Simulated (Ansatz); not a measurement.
Computed properties of Ce

```
Ce
1.0
     3.16351    0.00000    0.00000
    -1.58175    2.73968    0.00000
     0.00000    0.00000    5.86615
Ce
2
Direct
  0.33333 0.66667 0.25000
  0.66667 0.33333 0.75000
```

Atom numbers follow the list: Ce1, Ce2.

The conventional cell has a = 3.164 Å, b = 3.164 Å, c = 5.866 Å, α = 90.00°, β = 90.00°, γ = 120.00°. Around Ce (atom 1) lie 12 Ce at 3.16 to 3.46 Å.

Structure from Materials Project entry mp-20736 (possibly hypothetical), not relaxed further.

Where the f shell is localised, expect the real compound to differ from this run without U.

No spin–orbit coupling, which matters for the heavy atoms here.

Computed with Ansatz 0.2.0, DFT, LDA, all-electron LAPW, scalar-relativistic.

Numerical set-up: a Γ-centred 15×15×7 k mesh, Fermi–Dirac smearing of 0.05 eV, basis error target 0.25 meV/atom, no spin polarisation.

```yaml
Pressure_at_this_cell: -4.66 GPa
Band_gap: "none: bands cross the Fermi level, a metal"
Stress_xx_yy_zz_compression_positive: -4.49, -4.49, -4.99 GPa
Density_of_states_at_the_Fermi_level_0.2_eV_bin: 6.44 states/eV per cell
Volume_per_atom: 25.42 Å³
```
